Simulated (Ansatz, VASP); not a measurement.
# SiC63 (Si_C) in two plane-wave programs

Wanted: the spread between two codes on one cell, functional and k mesh. The cell is taken from a series of runs on this material, whose earlier steps may have relaxed, scaled, displaced or heated it; both programs get it as it stands.

Calculated with Ansatz 0.2.0; plane waves, with VASP 6.6.1 beside it; single point at r2SCAN.

## (1) Starting point

The cell holds 64 atoms: 63 C and 1 Si. Its edges and angles: a = 7.121 Å, b = 7.121 Å, c = 7.121 Å, α = 90.0°, β = 90.0°, γ = 90.0°. It derives from C (C (Fd-3m)). Nearest the centre at fractional (0.500, 0.500, 0.500): Si64 at 0.01 Å, C16 at 1.71 Å, C23 at 1.72 Å, C60 at 1.72 Å, C38 at 1.72 Å, C27 at 2.55 Å, C12 at 2.55 Å, C42 at 2.56 Å.

Coordinates:

```cif
data_structure
_symmetry_space_group_name_H-M 'P 1'
_symmetry_Int_Tables_number 1
_cell_length_a 7.1205
_cell_length_b 7.1205
_cell_length_c 7.1205
_cell_angle_alpha 90.000
_cell_angle_beta 90.000
_cell_angle_gamma 90.000
_cell_volume 361.02
loop_
_atom_site_label
_atom_site_type_symbol
_atom_site_fract_x
_atom_site_fract_y
_atom_site_fract_z
_atom_site_occupancy
C1 C 0.00064 0.00034 0.99961 1
C2 C 0.00114 0.25008 0.24935 1
C3 C 0.25038 0.00083 0.24935 1
C4 C 0.25038 0.25007 0.00010 1
C5 C 0.12581 0.12550 0.12478 1
C6 C 0.12494 0.37538 0.37465 1
C7 C 0.37569 0.12463 0.37466 1
C8 C 0.37569 0.37538 0.12390 1
C9 C 0.00064 0.00033 0.49961 1
C10 C 0.00016 0.25008 0.74987 1
C11 C 0.25038 0.99984 0.74987 1
C12 C 0.24656 0.24624 0.50150 1
C13 C 0.12335 0.12304 0.62414 1
C14 C 0.12335 0.37580 0.87690 1
C15 C 0.37611 0.12304 0.87690 1
C16 C 0.36130 0.36099 0.63895 1
C17 C 0.00065 0.50033 0.99961 1
C18 C 0.00016 0.75060 0.24935 1
C19 C 0.24656 0.50222 0.24552 1
C20 C 0.25038 0.75059 0.99912 1
C21 C 0.12335 0.62487 0.12232 1
C22 C 0.12335 0.87763 0.37508 1
C23 C 0.36131 0.63967 0.36027 1
C24 C 0.37611 0.87763 0.12232 1
C25 C 0.00065 0.50034 0.49961 1
C26 C 0.00113 0.75060 0.74987 1
C27 C 0.24656 0.49845 0.75370 1
C28 C 0.24656 0.75442 0.49772 1
C29 C 0.12494 0.62529 0.62457 1
C30 C 0.12581 0.87517 0.87445 1
C31 C 0.37569 0.62529 0.87532 1
C32 C 0.37569 0.87604 0.62456 1
C33 C 0.50065 0.00033 0.99961 1
C34 C 0.50253 0.24625 0.24552 1
C35 C 0.75091 0.99984 0.24935 1
C36 C 0.75090 0.25007 0.99912 1
C37 C 0.62518 0.12304 0.12232 1
C38 C 0.63999 0.36100 0.36028 1
C39 C 0.87794 0.12304 0.37508 1
C40 C 0.87794 0.37580 0.12232 1
C41 C 0.50064 0.00033 0.49961 1
C42 C 0.49876 0.24625 0.75370 1
C43 C 0.75090 0.00083 0.74987 1
C44 C 0.75474 0.24625 0.49772 1
C45 C 0.62560 0.12463 0.62457 1
C46 C 0.62560 0.37538 0.87531 1
C47 C 0.87548 0.12550 0.87445 1
C48 C 0.87635 0.37538 0.62457 1
C49 C 0.50065 0.50034 0.99961 1
C50 C 0.49875 0.75442 0.24552 1
C51 C 0.75473 0.49845 0.24552 1
C52 C 0.75090 0.75060 0.00010 1
C53 C 0.62560 0.62529 0.12390 1
C54 C 0.62560 0.87604 0.37465 1
C55 C 0.87635 0.62529 0.37466 1
C56 C 0.87548 0.87517 0.12478 1
C57 C 0.50253 0.75442 0.75370 1
C58 C 0.75473 0.50223 0.75370 1
C59 C 0.75473 0.75442 0.50150 1
C60 C 0.63998 0.63968 0.63895 1
C61 C 0.62518 0.87763 0.87690 1
C62 C 0.87794 0.62487 0.87690 1
C63 C 0.87793 0.87763 0.62414 1
Si64 Si 0.50065 0.50033 0.49962 1
```

## (2) VASP: single point, r2SCAN

A single point gives forces, pressure and levels at one fixed geometry, so differences don't come from the geometry; what else differs is listed under the comparison.

Lines of VASP's logs that name or quote its potential files are left out, and so is its time.

File INCAR:

```
SYSTEM = SiC63
PREC = Accurate
ENCUT = 580
EDIFF = 1E-06
NELM = 120
ISMEAR = -1
SIGMA = 0.01
LREAL = Auto
ALGO = Normal
METAGGA = R2SCAN
LASPH = .TRUE.
NBANDS = 172
LORBIT = 11
LWAVE = .FALSE.
LCHARG = .FALSE.
ISIF = 2
GGA_COMPAT = .FALSE.
EFERMI = MIDGAP
LMIXTAU = .TRUE.
```

File POSCAR:

```
SiC63
1.0
    7.1205178006      0.0000000000      0.0000000000
    0.0000000000      7.1205178006      0.0000000000
    0.0000000000      0.0000000000      7.1205178006
C Si
63 1
Direct
    0.0006444351      0.0003360724      0.9996117713
    0.0011358504      0.2500764139      0.2493491242
    0.2503823356      0.0008258724      0.2493508996
    0.2503847225      0.2500739276      0.0001015329
    0.1258095371      0.1255020508      0.1247776606
    0.1249387570      0.3753814556      0.3746549820
    0.3756894265      0.1246281695      0.3746557279
    0.3756918850      0.3753792723      0.1239036377
    0.0006448483      0.0003323289      0.4996131954
    0.0001551369      0.2500758549      0.7498721494
    0.2503849481      0.9998428407      0.7498687851
    0.2465583398      0.2462446330      0.5014984509
    0.1233541136      0.1230401381      0.6241426683
    0.1233533342      0.3758035917      0.8769045576
    0.3761134248      0.1230406486      0.8769040012
    0.3613017231      0.3609905673      0.6389480044
    0.0006455198      0.5003322158      0.9996127161
    0.0001552658      0.7505965846      0.2493524426
    0.2465601365      0.5022227749      0.2455246543
    0.2503841693      0.7505940572      0.9991183324
    0.1233522657      0.6248659316      0.1223207974
    0.1233538632      0.8776282435      0.3750798549
    0.3613091799      0.6396671835      0.3602679536
    0.3761114156      0.8776265996      0.1223166474
    0.0006454153      0.5003368342      0.4996115201
    0.0011335483      0.7505969622      0.7498713582
    0.2465586229      0.4984462222      0.7536969884
    0.2465619240      0.7544184349      0.4977196969
    0.1249402658      0.6252899982      0.6245661790
    0.1258098900      0.8751705306      0.8744456513
    0.3756913054      0.6252910105      0.8753186610
    0.3756926382      0.8760399437      0.6245632422
    0.5006479940      0.0003347176      0.9996146417
    0.5025324944      0.2462495030      0.2455232769
    0.7509052476      0.9998421230      0.2493508337
    0.7509049713      0.2500740812      0.9991186962
    0.6251764396      0.1230431169      0.1223197103
    0.6399890052      0.3610024313      0.3602772163
    0.8779398834      0.1230391640      0.3750767700
    0.8779367480      0.3758015745      0.1223169729
    0.5006435146      0.0003339888      0.4996097773
    0.4987563475      0.2462471237      0.7536975922
    0.7509016868      0.0008250950      0.7498715602
    0.7547369157      0.2462467611      0.4977237195
    0.6256015434      0.1246288076      0.6245656218
    0.6256012605      0.3753827607      0.8753133634
    0.8754777131      0.1255019233      0.8744450924
    0.8763529550      0.3753790546      0.6245664201
    0.5006464619      0.5003350353      0.9996090227
    0.4987527773      0.7544214823      0.2455189693
    0.7547319894      0.4984495252      0.2455238722
    0.7509038908      0.7505950154      0.0001008955
    0.6256010103      0.6252897720      0.1239021707
    0.6255992199      0.8760390247      0.3746540582
    0.8763528236      0.6252922327      0.3746556996
    0.8754785043      0.8751696947      0.1247764424
    0.5025341440      0.7544240187      0.7536987555
    0.7547349216      0.5022261368      0.7536988183
    0.7547306886      0.7544177666      0.5014961255
    0.6399839168      0.6396752328      0.6389532973
    0.6251754960      0.8776289974      0.8769048750
    0.8779392874      0.6248686880      0.8769028673
    0.8779346058      0.8776263734      0.6241434619
    0.5006464059      0.5003327045      0.4996177267
```

File KPOINTS:

```
Automatic mesh
0
Gamma
1 1 1
0 0 0
```

PAW data sets: C and Si (PBE family, release 64).

On the command line:

```sh
$ export OMP_NUM_THREADS=3
$ mpirun -np 1 vasp_gam
```

Numbers of over 12 decimals in the logs are rounded to 6 here.

Log:

```text
[banner, memory and clock lines left out]
running    1 mpi-ranks, on    1 nodes
[...]
Offloading initialized ...    1 GPUs detected
[...]
|                                                                             |
|               ----> ADVICE to this user running VASP <----                  |
|                                                                             |
|     You enforced a specific xc type in the INCAR file but a different       |
|     [... a line on the potential file left out ...]
|     I HOPE YOU KNOW WHAT YOU ARE DOING!                                     |
|                                                                             |

 LDA part: xc-table for (None), standard interpolation
 POSCAR, INCAR and KPOINTS ok, starting setup
[...]
entering main loop
       N       E                     dE             d eps       ncg     rms          rms(c)
DAV:   1     0.198741882370E+04    0.19874E+04   -0.17295E+05   344   0.175E+03
DAV:   2    -0.490915801560E+03   -0.24783E+04   -0.23031E+04   460   0.377E+02
DAV:   3    -0.688151899514E+03   -0.19724E+03   -0.19401E+03   424   0.993E+01
DAV:   4    -0.692964230275E+03   -0.48123E+01   -0.47812E+01   424   0.165E+01
[...]
DAV:  14    -0.617406363177E+03   -0.15992E-05   -0.24560E-06   336   0.449E-03    0.518E-03
DAV:  15    -0.617406364409E+03   -0.12325E-05   -0.10390E-06   232   0.279E-03    0.295E-03
DAV:  16    -0.617406364723E+03   -0.31349E-06   -0.18254E-07   208   0.132E-03
   1 F= -.61740636E+03 E0= -.61740636E+03  d E =0.000000E+00
```

OUTCAR, selected parts (step 2):

```text
  Total       32.3887453     32.3913772     32.3933406      0.0019834      0.0000000      0.0000000
  in kB      143.7374638    143.7491437    143.7578570      0.0088020      0.0000000      0.0000000
  external PRESSURE =     143.7481548 kB  Pullay stress =       0.0000000 kB

 POSITION                                       TOTAL-FORCE (eV/Angst)
 -----------------------------------------------------------------------------------
      0.00459      0.00239      7.11775         0.000000      0.000000     -0.000393
      0.00809      1.78067      1.77549        -0.002630     -0.000984     -0.000791
      1.78285      0.00588      1.77551        -0.000336     -0.002446     -0.000840
      1.78287      1.78066      0.00072        -0.001553     -0.001013     -0.002143
      0.89583      0.89364      0.88848        -0.001414     -0.001477     -0.001731
      0.88963      2.67291      2.66774         0.007268     -0.000718      0.000212
      2.67510      0.88742      2.66774        -0.000119      0.006595     -0.000782
      2.67512      2.67289      0.88226        -0.000437     -0.000447      0.007250
      0.00459      0.00237      3.55750         0.000000      0.000000     -0.000699
      0.00110      1.78067      5.33948         0.001825     -0.000959      0.000834
      1.78287      7.11940      5.33945        -0.001548      0.002294      0.001244
      1.75562      1.75339      3.57093         0.003057      0.002761     -0.016139
      0.87835      0.87611      4.44422        -0.002974     -0.002503      0.013558
      0.87834      2.67592      6.24401        -0.002302     -0.013637      0.002612
[...]
-----------------------------------------------------------------------------------
    total drift:                                0.126534     -0.225629      0.007154

  FREE ENERGIE OF THE ION-ELECTRON SYSTEM (eV)
  ---------------------------------------------------
  free  energy   TOTEN  =      -617.4063647226 eV

  energy  without entropy=     -617.4063647226  energy(sigma->0) =     -617.40636472

[... 2 further parts left out ...]
```

The run ends at a pressure of 14.37 GPa, with forces up to 0.083 eV/Å.

[end of part 1 of 2]

[Lines on the potential files, build, host, timing and source positions are cut from VASP's logs without a mark.]

[Logs are printed without paths, hosts, clocks, repeated set-up lines and the standing remarks that a program may print on its own settings, such as how far it seeks lower states.]

[Hosts, paths, dates, database ids (printed as entryN), source tags and the programs' standing remarks are cut or masked in the printed files.]
